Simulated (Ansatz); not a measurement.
The system is Sn.

```
CELL_PARAMETERS angstrom
-1.89465 1.89465 1.89465
1.89465 -1.89465 1.89465
1.89465 1.89465 -1.89465
ATOMIC_POSITIONS crystal
Sn 0.00000 0.00000 0.00000
```

This isn't the form of Sn at room conditions, which is tetragonal (white tin).

* Program: Ansatz 0.2.0
* Task: relaxation of cell and atoms
* Functional: revPBE
* Potentials or basis: Ansatz PAW
* Cutoff: 420 eV (not typed: the program's choice for these potentials)
* k mesh: 10 × 10 × 10
* Occupations: fermi-dirac, width 0.05 eV
* Spin: no spin polarisation

At the start: volume 27.20 Å³/atom.

**Question.** Where does the relaxation end?

**Answer.** It ends after 4 steps and the volume is 28.22 Å³/atom (+3.7 %); space group Im-3m (No. 229, to 0.05 Å).

Step by step:
```
step  energy change (eV)  largest force (eV/Å)  volume (Å³)
   1              0.0000                0.0000        27.20
   2             -0.0048                0.0000        28.17
   3             -0.0048                0.0000        28.22
   4             -0.0050                0.0000        28.22
```

Final structure:
```
CELL_PARAMETERS angstrom
-1.91802 1.91802 1.91802
1.91802 -1.91802 1.91802
1.91802 1.91802 -1.91802
ATOMIC_POSITIONS crystal
Sn 0.00000 0.00000 0.00000
```

Caveat: the plane-wave basis is chosen anew once the cell has moved, so the energies of steps on either side of that aren't comparable; the PAW data sets come from PBE, with cores solved anew for the run's functional, which leaves a small shift of forces and pressure.
